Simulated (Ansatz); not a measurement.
# ZnS (Wurtzite-2H) (P6_3mc) in Ansatz: a series of runs, part 2 of 2

Ansatz 0.2.0. Earlier steps stand in the parts before.

## Step 4: Band structure, PBEsol

Input file input.yaml:

```yaml
crystal:
  lattice:
    - [3.811, 0.0, 0.0]
    - [-1.9055, 3.3004228138, 0.0]
    - [0.0, 0.0, 6.234]
  atoms:
    - { symbol: Zn, position: [0.6666666667, 0.3333333333, 0.5] }
    - { symbol: Zn, position: [0.3333333333, 0.6666666667, 0.0] }
    - { symbol: S, position: [0.6666666667, 0.3333333333, 0.885] }
    - { symbol: S, position: [0.3333333333, 0.6666666667, 0.385] }
hamiltonian:
  xc: pbesol
  pseudopotentials: { kind: paw }
kpoints:
  mp_grid: { grid: [8, 8, 5] }
  band_path:
    path:
      - [[0.0, 0.0, 0.0], [0.5, 0.0, 0.0], [0.3333333333, 0.3333333333, 0.0], [0.0, 0.0, 0.0], [0.0, 0.0, 0.5], [0.5, 0.0, 0.5], [0.3333333333, 0.3333333333, 0.5], [0.0, 0.0, 0.5]]
      - [[0.5, 0.0, 0.5], [0.5, 0.0, 0.0]]
      - [[0.3333333333, 0.3333333333, 0.0], [0.3333333333, 0.3333333333, 0.5]]
    npoints: 14
scf:
  occupations: { method: fermi_dirac, width: 0.05 }
  n_extra_bands: 10
output:
  forces: true
  stress: true
  eigenvalues: true
  fatbands: false
```

Potentials or basis: Ansatz PAW.

Launch:

```console
ansatz run input.yaml --threads 2 --pin off --max-ram 5632MiB --backend cpu --events-out ev --progress --plain --runs-dir out
```

The log of the run:

```text
Warning: RAYON_NUM_THREADS=2 ignored (pool sized by the plan → 2); use --threads N
scf.n_extra_bands = 10 over 18 filled bands (N_el = 36.0): the run solves 28 bands
Engine: ansatz 0.2.0, x86_64-unknown-linux-gnu
Pseudopotentials: kind: paw
Pseudopotential: Zn, paw, valence charge 12, recommended cutoff 420 eV (normal), Zn.paw.azcp
Pseudopotential: S, paw, valence charge 6, recommended cutoff 420 eV (normal), S.paw.azcp
Functional definition: PBEsol
  exchange = pbesol_x
  correlation = pbesol_c
Crystal: 4 atoms, lattice volume = 78.411 Å³
Basis set: ecut = 420 eV, 1521 PW (Γ), exchange–correlation on 54×54×90 points (8 copies of the dense FFT grid, shifted against one another)
Bands: 28, of which v1, the nominal top of the filled ones, is band 18 counted from 1 (17 counted from 0)
Symmetry: 12 space group operations
Space group: P63mc (ITA 186), of the structure as read, at distance tolerance 4.3e-5 Å
k-points: 30 of 320 (time reversal used)
Non-local potential: Zn, projectors of the file, l = 0: 2, l = 1: 2, l = 2: 3, l = 3: 1
Non-local potential: S, projectors of the file, l = 0: 2, l = 1: 2, l = 2: 2
PAW form: soft (Blöchl's): semilocal exchange-correlation on the pseudo side does not see the compensation charge
PAW frozen core: Zn, regenerated for the run's functional, and the local potential with it (the file was generated under x = pbe(κ = 0.804, μ = 0.2195149727645171), c = pbe(β = 0.06672455060314922))
PAW frozen core: S, regenerated for the run's functional, and the local potential with it (the file was generated under x = pbe(κ = 0.804, μ = 0.2195149727645171), c = pbe(β = 0.06672455060314922))
PAW one-centre angular grid: Zn, 590 points (default); XC on 64 Gauss nodes
PAW one-centre angular grid: S, 110 points (default); XC on 64 Gauss nodes
Initial density: superposition of atomic densities (neutral atoms: chi_scale 0, normalization atom), corrected by the library's trained network
Initial wavefunctions: pseudopotential atomic-orbital guess
Functional: x = pbesol(κ = 0.804, μ = 0.12345679012345678), c = pbesol(β = 0.046)
SCF iter   1: F=—  HF=-8334.851139 eV  |F-HF|=—  |Δ(HF+E_count)|=         —  Δρ=5.26e-3  dr2=2.48e-2  ethr=1.77e-3  ⟨swp⟩=6.2  Hψ=4047  notcnv=0  defer=26
preconditioner: auto → Resta (q_TF=auto, 2.396 Å⁻¹)  ε∞=4.8  [insulator: Δε(μ)=2.059 eV  Ē_g=12.977 eV  σ=0.050 eV  W_gap=1.00  n_scr=22 (ndim 8)  ℏωp=25.2 eV  f_vac=0.040  D(μ)=0.00/eV (n_scr^D=0)  ε∞_Penn≈4.8]
SCF iter   2: F=—  HF=-8334.844206 eV  |F-HF|=—  |Δ(HF+E_count)|=   6.93e-3  Δρ=1.93e-3  dr2=4.99e-3  ethr=6.89e-5  ⟨swp⟩=2.7  Hψ=1652  notcnv=0  defer=73
SCF iter   3: F=—  HF=-8334.843330 eV  |F-HF|=—  |Δ(HF+E_count)|=   8.76e-4  Δρ=1.49e-3  dr2=1.12e-3  ethr=1.39e-5  ⟨swp⟩=2.0  Hψ=1279  notcnv=0  defer=73
SCF iter   4: F=—  HF=-8334.842886 eV  |F-HF|=—  |Δ(HF+E_count)|=   4.44e-4  Δρ=3.72e-4  dr2=1.01e-4  ethr=3.12e-6  ⟨swp⟩=2.1  Hψ=1131  notcnv=0  defer=73
SCF iter   5: F=—  HF=-8334.842931 eV  |F-HF|=—  |Δ(HF+E_count)|=   4.54e-5  Δρ=1.04e-4  dr2=1.41e-5  ethr=2.81e-7  ⟨swp⟩=2.9  Hψ=1281  notcnv=0  defer=73
SCF iter   6: F=—  HF=-8334.842906 eV  |F-HF|=—  |Δ(HF+E_count)|=   2.51e-5  Δρ=4.29e-5  dr2=1.13e-6  ethr=3.92e-8  ⟨swp⟩=2.0  Hψ=1287  notcnv=0  defer=73
SCF iter   7: F=-8334.842907 eV  HF=-8334.842907 eV  |F-HF|=6.09e-8  |Δ(HF+E_count)|=   1.15e-6  Δρ=6.64e-6  dr2=5.08e-8  ethr=2.78e-10  ⟨swp⟩=7.4  Hψ=4166  notcnv=0
SCF 1 converged in 7 iterations: F = -8334.842907 eV  dr2 = 5.08e-8
NSCF: frozen V_eff on 129 k-points
SCF converged after 7 iterations
Free energy (F): -8334.842907 eV
Harris-Foulkes:  -8334.842907 eV  (|F-HF|=6.09e-8)
Internal energy: -8334.842907 eV  (E = F + TS)
E sigma→0 (E₀):  -8334.842907 eV
Fermi energy:    6.855253 eV
--- Per-component energies (eV) ---
  E_band       = 7.477103
  E_kinetic    = 476.363739
  E_local      = -4082.990375  (includes V_loc(G=0)·N_el)
  E_nonlocal   = 1288.136949
  E_hartree    = 1704.343653
  E_xc         = -463.677039
  E_vxc        = -279.910772  (∫ρ·V_xc dr)
  E_paw        = -4750.574284  (= ΣΔE_a)
  E_vpaw       = -802.815056  (= ΣTr[D̂ρ^β])
  E_aug_tail   = -0.000741  (compensation charges beyond the density's cutoff)
  E_ewald      = -2508.163419
  E_core_change = 1.718608  (= ΣΔE_core)
  E_smearing   = -0.000000  (= −TS)
  E_closure    = -0.000000  (closes the sum)
  Σ components = -8334.842907   (vs F -8334.842907, Δ=0.00e0)
--- Forces (eV/Å), atoms counted from 1 ---
  atom   1  Zn    -0.00000000     0.00000000     0.30642787
  atom   2  Zn     0.00000000    -0.00000000     0.30642787
  atom   3  S     -0.00000000     0.00000000    -0.30642046
  atom   4  S     -0.00000000    -0.00000000    -0.30642046
  max |Σ_I F_I| component: 1.48e-5 eV/Å
--- Stress (GPa, compression-positive) ---
       -0.679881       0.000000      -0.000000
        0.000000      -0.679881       0.000000
        0.000000       0.000000      -2.505353
  P = ⅓ Tr σ = -1.2884 GPa (-12.884 kbar)
--- Band table (eV; the first three rows and the last of 30) ---
  k-point 0: bands = ["-7.4419", "-6.5005", "-0.6399", "-0.6399", "-0.5762", "-0.5762", "-0.5658", "-0.1597", "-0.1597", "-0.0784", "-0.0784", "0.0767", "0.5363", "4.8967", "4.8967", "5.7545", "5.7545", "5.7669", "7.8765", "8.6416", "11.9435", "11.9435", "12.2498", "13.2654", "13.2654", "14.9005", "15.7042", "15.7042"]
  k-point 1: bands = ["-7.3647", "-6.6062", "-0.6362", "-0.6362", "-0.5848", "-0.5848", "-0.5714", "-0.2565", "-0.1500", "-0.1500", "-0.0842", "-0.0842", "1.1958", "4.9725", "4.9725", "4.9728", "5.6657", "5.6657", "8.5510", "8.7487", "11.9744", "11.9968", "11.9968", "13.0370", "13.0370", "14.3020", "16.0734", "16.0734"]
  k-point 2: bands = ["-7.1519", "-6.8641", "-0.6242", "-0.6242", "-0.6046", "-0.6046", "-0.5668", "-0.4909", "-0.1266", "-0.1266", "-0.1014", "-0.1014", "2.3195", "3.6376", "5.1765", "5.1765", "5.4407", "5.4407", "9.0268", "9.1781", "12.0170", "12.2011", "12.2011", "12.5840", "12.5840", "13.0611", "17.0542", "17.0542"]
  k-point 29: bands = ["-6.2617", "-6.2173", "-0.5091", "-0.4584", "-0.4495", "-0.3887", "-0.2739", "-0.2715", "-0.1487", "-0.1459", "0.1551", "0.2015", "0.9028", "1.0337", "2.5437", "3.0298", "4.2653", "4.5035", "10.0789", "10.4080", "11.6599", "12.0960", "12.7703", "13.2850", "15.0638", "15.2490", "16.5324", "16.6339"]
```

bands.tsv:

```text
# k_distance	band_0	band_1	band_2	band_3	band_4	band_5	band_6	band_7	band_8	band_9	band_10	band_11	band_12	band_13	band_14	band_15	band_16	band_17	band_18	band_19	band_20	band_21	band_22	band_23	band_24	band_25	band_26	band_27
[... 148 lines left out ...]
6.676985	-13.077107	-13.077107	-7.315194	-7.308102	-7.308102	-7.282970	-7.105359	-7.105359	-7.026619	-7.026543	-6.641949	-6.641949	-5.909617	-5.909617	-4.343799	-4.162366	-2.368292	-2.368292	3.350332	3.350332	5.005787	5.442537	6.131013	6.131013	8.489232	8.491960	9.050703	9.050703
6.712981	-13.076892	-13.076892	-7.309193	-7.309193	-7.299269	-7.299269	-7.105855	-7.105855	-7.026746	-7.026746	-6.640503	-6.640503	-5.913912	-5.913912	-4.253931	-4.253931	-2.355728	-2.355728	3.332095	3.332095	5.226089	5.226089	6.129764	6.129764	8.481636	8.481636	9.048475	9.048475
```

Wall time 15 s (2 threads of Intel Xeon at 2.50GHz (Skylake/Cascade Lake), shared host); peak memory 0.43 GiB.

What came out:

```
Free energy             : -8334.8429 eV
Pressure                : -1.3 GPa
Largest force           : 0.306 eV/Å
Band gap on the k mesh  : 2.11 eV, direct
Band gap along the path : 2.11 eV, direct
```

Forces in eV/Å, atoms in the order of the input:
```
Zn   0.000  0.000  0.306
Zn   0.000  0.000  0.306
S    0.000  0.000 -0.306
S    0.000  0.000 -0.306
```

Levels at the corners of the path, in eV from the valence-band top:
```csv
point,band 14,band 15,band 16,band 17,band 18,band 19,band 20,band 21,band 22,band 23
Γ,-0.87,-0.87,-0.01,-0.01,0.00,2.11,2.87,6.18,6.18,6.48
M,-4.26,-3.20,-2.28,-1.59,-0.99,3.48,4.16,5.04,7.01,7.31
K,-4.41,-3.94,-2.25,-2.25,-2.25,4.30,5.86,5.86,7.72,7.79
Γ,-0.87,-0.87,-0.01,-0.01,0.00,2.11,2.87,6.18,6.18,6.48
A,-2.80,-0.46,-0.46,-0.46,-0.46,3.39,3.39,6.61,6.61,6.61
L,-4.95,-1.68,-1.68,-1.55,-1.55,3.48,3.48,5.02,5.02,8.85
H,-4.83,-3.17,-3.17,-1.27,-1.27,4.42,4.42,6.31,6.31,7.22
A,-2.80,-0.46,-0.46,-0.46,-0.46,3.39,3.39,6.61,6.61,6.61
L,-4.95,-1.68,-1.68,-1.55,-1.55,3.48,3.48,5.02,5.02,8.85
M,-4.26,-3.20,-2.28,-1.59,-0.99,3.48,4.16,5.04,7.01,7.31
K,-4.41,-3.94,-2.25,-2.25,-2.25,4.30,5.86,5.86,7.72,7.79
H,-4.83,-3.17,-3.17,-1.27,-1.27,4.42,4.42,6.31,6.31,7.22
```

Caveat: the PAW data sets come from PBE, with cores solved anew for the run's functional, which leaves a small shift of forces and pressure.

## Step 5: Summary

| level | gap on the mesh (eV) | pressure (GPa) | largest force (eV/Å) |
| --- | --- | --- | --- |
| PBE | 2.25 | 2.3 | 0.32 |
| LDA | 1.99 | -3.9 | 0.29 |
| PBEsol | 2.11 | -1.3 | 0.31 |

Alike in all rows: task band structure; potentials or basis Ansatz PAW; no spin polarisation; cell as given; k mesh 8 × 8 × 5; cutoff (eV) 420; smearing fermi-dirac 0.05 eV.

On the cell as given the gap runs from 1.99 eV (LDA) to 2.25 eV (PBE). The pressure there spans -3.9 GPa (LDA) to 2.3 GPa (PBE); a positive pressure means that this level wants a larger cell, a negative one a smaller.

Caveats: the PAW data sets come from PBE, with cores solved anew for the run's functional, which leaves a small shift of forces and pressure (some runs).

Total energies depend on the potentials used, so only differences within one code and one set of settings carry meaning.

## Step 6: Comparison with measurements

Step 2. A measured gap of ZnS is 3.911 eV (direct; 4 K; a printed reference work, monograph); the calculated 2.25 eV misses it by -1.66 eV. The value is that of PBE, without temperature or zero-point motion. Semilocal functionals fall short of measured gaps as a rule.

Step 3. Measured gap of ZnS: 3.911 eV (direct; 4 K; a printed reference work, monograph). This calculation gives 1.99 eV (-1.92 eV). The value is that of LDA, without temperature or zero-point motion. Semilocal functionals fall short of measured gaps as a rule.

Step 4. Against the measured gap of ZnS, 3.911 eV (direct; 4 K; a printed reference work, monograph), the calculated 2.11 eV is off by -1.80 eV. The value is that of PBEsol, without temperature or zero-point motion. Semilocal functionals fall short of measured gaps as a rule.
